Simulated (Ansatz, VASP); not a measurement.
One calculation of GaN, two programs

```
Ga N
1.0
     0.00000    2.18037    2.18037
     2.18037    0.00000    2.18037
     2.18037    2.18037    0.00000
Ga N
1 1
Direct
  0.00000 0.00000 0.00000
  0.25000 0.25000 0.25000
```

Alike in both runs: functional LDA; k mesh 10 × 10 × 10; no spin polarisation.

Ansatz relaxed the structure, and its values are those at the end. VASP's run is a single point on that final structure, the one shown.

|  | VASP | Ansatz |
| --- | --- | --- |
| version | VASP 6.6.1 | Ansatz 0.2.0 |
| potentials or method | VASP PAW LDA potentials, release 64 (Ga_d, N) | PAW with Ansatz's default frozen-core files, scalar-relativistic |
| plane-wave cutoff (eV) | 520 | 420 |
| occupations | gaussian, width 0.01 eV | fixed |
| valence electrons in the cell | 18 | 18 |

```tsv
	VASP	Ansatz	Ansatz less VASP
pressure (GPa)	16.4	15.0	-1.40
```

Caveats: so large a pressure means that the cell lies far from this level's equilibrium, or that cutoff or potentials fall short (VASP).
